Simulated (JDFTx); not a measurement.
Crystal: Tc.

```
Tc
1.0
     2.74000    0.00000    0.00000
    -1.37000    2.37291    0.00000
     0.00000    0.00000    4.39800
Tc
2
Direct
  0.66667 0.33333 0.75000
  0.33333 0.66667 0.25000
```

Base run:

- Program: JDFTx 1.7.0 (patched build)
- Functional: PBE
- Potentials or basis: PseudoDojo-SR-PBE-0.5-standard with smoothed tails
- Cutoff: 1143 eV
- Density cutoff: 9143 eV
- k mesh: 11 × 11 × 6
- Occupations: fermi-dirac, width 0.05 eV
- Spin: no spin polarisation
- Hubbard terms: Tc d U = 1 eV

Its results: band gap on the k mesh none (metal or under the smearing width); pressure 0.1 GPa.

Q: The run is repeated on the same cell with these changes: hubbard terms from Tc d U = 1 eV to Tc d U = 6 eV. What comes out?

A: Band gap on the k mesh none (metal or under the smearing width); pressure -14.6 GPa.

Caveats: U without spin polarisation on a metal has little footing; the U is typed as a test and isn't derived for this compound.
